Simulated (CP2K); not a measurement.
Crystal: Bi.

```xyz
2
Lattice="4.7290 0.0000 0.0000 2.5545 3.9797 0.0000 2.5545 1.3958 3.7269" Properties=species:S:1:pos:R:3 pbc="T T T"
Bi    7.5359    4.1176    2.8548
Bi    2.3021    1.2579    0.8721
```

Base run:

```yaml
Program: CP2K 2026.2
Functional: PBE
Potentials_or_basis: POTENTIAL_UZH Bi GTH-PBE-q5; TZVP-MOLOPT-PBE-GTH basis
Density_cutoff: 6123 eV
k_mesh: 7 × 7 × 7
Occupations: gaussian, width 0.1 eV
Spin: no spin polarisation
```

Its results: band gap on the k mesh 0.28 eV, indirect (least direct gap 0.59 eV); pressure 2.7 GPa; largest force 0.267 eV/Å.

Task: The run is repeated on the same cell with these changes: functional from PBE to PBEsol; occupations from gaussian, width 0.1 eV to gaussian, width 0.02 eV. What comes out?

Result: Band gap on the k mesh 0.28 eV, indirect (least direct gap 0.57 eV); pressure 1.8 GPa; largest force 0.352 eV/Å.

Caveats: spin-orbit coupling is left out, which as a rule narrows the gap of such compounds by several tenths of an eV; an odd mesh through Γ misses points on the zone boundary, where band edges often lie; the basis of atomic orbitals isn't converged, which shifts pressures, moduli and gaps; the potentials were made for another functional, which shifts forces and pressure (some runs).
